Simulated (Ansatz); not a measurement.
SnTe: changing the dispersion correction

The cell as given:

It takes space group Fm-3m (No. 225, cubic). Conventional cell: a = 6.302 Å, b = 6.302 Å, c = 6.302 Å, α = 90.00°, β = 90.00°, γ = 90.00°. Te (site symmetry m-3m) has 6 Sn at 3.15 Å as nearest neighbours. Around Sn (site symmetry m-3m) lie 6 Te at 3.15 Å.

Kept alike: task relaxation of cell and atoms; functional PBEsol; k mesh 7 × 7 × 7; occupations fermi-dirac, width 0.05 eV; no spin polarisation. Program: Ansatz, Ansatz PAW, cutoff 420 eV. The mesh is that of the run's cell of 2 atoms. No spin-orbit coupling.

```csv
dispersion correction,volume (Å³/atom)
D3(BJ),29.722
D3(BJ)-ATM,29.844
D4,30.246
none,31.026
```

The relaxations keep at least the cell's symmetry (Fm-3m). Relaxations stop with a little pressure left, so the last digits of a volume or edge aren't settled. All rows use potentials made for PBE.

**Question.** What does the dispersion correction change here?

**Answer.** The volume runs from 29.722 (D3(BJ)) to 31.026 Å³/atom (none). Against no correction: D3(BJ) -4.2 %; D3(BJ)-ATM -3.8 %; D4 -2.5 %. Dispersion terms mostly attract and so lower the volume; the schemes' coefficients and damping set how far. Measured: 31.45 Å³/atom at 300 K (a printed reference work); nearest none, 0.42 Å³/atom off. The runs are for a static lattice.
